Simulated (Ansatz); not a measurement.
**BN (P6_3mc): comparison of functionals at one structure in Python**

How far apart do the functionals lie for BN (P6_3mc) at one structure? Aim: a comparison of functionals at one structure, for BN (P6_3mc), run from a script.

The COD entry's cell or inner coordinates are ideal or old and differ from later refinements, so a difference from it is no clean test against experiment.

All numbers are computed with the Python package of Ansatz 0.2.0. The levels of theory stand in the script.

## 1. Starting point

Symmetry: P6_3mc, No. 186, hexagonal system. The conventional cell has a = 2.536 Å, b = 2.536 Å, c = 4.199 Å, α = 90.00°, β = 90.00°, γ = 120.00°. B (site symmetry 3m) has 4 N at 1.56 to 1.57 Å as nearest neighbours. N (site symmetry 3m) has 4 B at 1.56 to 1.57 Å as nearest neighbours.

No structure file is read: the coordinates are typed or built in the script.

## 2. Script

The input, xc_bn.py:

```python
# -*- coding: utf-8 -*-
"""One structure of BN under several functionals."""

import ansatz as az
import numpy as np
from tabulate import tabulate

vectors = np.array([
    [2.536, 0.0, 0.0],
    [-1.268, 2.19624, 0.0],
    [0.0, 0.0, 4.199],
])
system = (
    az.Lattice.of(vectors)
    .atom("B", [2 / 3, 1 / 3, 0.0])
    .atom("B", [1 / 3, 2 / 3, 0.5])
    .atom("N", [2 / 3, 1 / 3, 0.375])
    .atom("N", [1 / 3, 2 / 3, 0.875])
)

setup = (
    system.calculation()
    .occupations("Fixed")
    .kpoints(8, 8, 5)
    .band_table()
)

rows = []
for value in ["pbe", "r2scan", "pbesol", "blyp", "rpbe"]:
    report = setup.functional(value).run(threads=1, backend="cpu").report
    rows.append((value, report["free_energy_ev"] / len(report["lattice"]["sites"]), report["n_iterations"], report["gap_by_band_count_ev"], report["n_kpoints"]))

print(tabulate(rows, headers=["functional", "F/atom (eV)", "iterations", "gap by band count (eV)", "k-points"], floatfmt=".4f", tablefmt="plain"))
```

## 3. The input behind the calls

The package turns the script's settings into the engine's input (first run):

```yaml
crystal:
  lattice:
    - [2.536, 0.0, 0.0]
    - [-1.268, 2.19624, 0.0]
    - [0.0, 0.0, 4.199]
  atoms:
    - { symbol: B, position: [0.6666666666666666, 0.3333333333333333, 0.0] }
    - { symbol: B, position: [0.3333333333333333, 0.6666666666666666, 0.5] }
    - { symbol: "N", position: [0.6666666666666666, 0.3333333333333333, 0.375] }
    - { symbol: "N", position: [0.3333333333333333, 0.6666666666666666, 0.875] }
kpoints:
  mp_grid:
    grid: [8, 8, 5]
hamiltonian:
  xc: pbe
scf:
  occupations:
    method: fixed
output:
  eigenvalues: true
```

## 4. The run

Launch:

```bash
$ python xc_bn.py
```

What it wrote:

```text
DeckWarning: basis.ecutwfc = 420 eV, auto-derived from the records' recommended cutoffs: set by B (normal level)
DeckWarning: basis.ecutwfc = 500 eV, auto-derived from the records' recommended cutoffs: set by B (their level for a meta-GGA)
functional      F/atom (eV)    iterations    gap by band count (eV)    k-points
pbe               -271.1177             6                    5.5389          30
r2scan            -271.9834             6                    6.0948          30
pbesol            -266.9011             6                    5.3163          30
blyp              -271.9749             6                    5.9158          30
rpbe              -272.3602             6                    5.6133          30
```

(Warnings from the package without file and line.)

It took 5.4 s on 1 thread of Arm Neoverse V2, shared host; peak memory 0.37 GiB.

## 5. What changed from run to run

The engine's inputs for some of the other runs:

Run 2, against run 1:

```diff
@@ -15 +15 @@
-  xc: pbe
+  xc: r2scan
```

Run 3, against run 1:

```diff
@@ -15 +15 @@
-  xc: pbe
+  xc: pbesol
```

Run 4, against run 1:

```diff
@@ -15 +15 @@
-  xc: pbe
+  xc: blyp
```

Lines on the test bed's own set-up are left out of the output.

A comment line of the script is reworded here; the code is as run.

## 6. The runs side by side

The 5 runs, in the order started:

```
run  functional  energy (eV/atom)  gap on the mesh (eV)  SCF cycles  CPU time (s)
  1         pbe         -271.1177                  5.54           6          0.74
  2      r2scan         -271.9834                  6.09           6           1.9
  3      pbesol         -266.9011                  5.32           6          0.66
  4        blyp         -271.9749                  5.92           6          0.67
  5        rpbe         -272.3602                  5.61           6          0.67
```

Totals hang on method, basis and potentials, so only like runs compare.

## 7. Outcome

| quantity | value |
| --- | --- |
| runs compared | 5 |
| gap on the mesh | 5.32 (pbesol) to 6.09 eV (r2scan) |

**Reading.** The gap on the mesh runs from 5.32 eV (pbesol) to 6.09 eV (r2scan). Along an axis with an odd division the mesh misses the point at one half; a gap read on a finite mesh is an upper bound on this functional's gap. Of the deposited cell: the entry's cell lengths or inner coordinates differ somewhat from later room-temperature determinations. Levels are Kohn-Sham eigenvalues on this mesh. Total energies of different functionals can't be compared; pressures, moments and gaps at this one structure can.
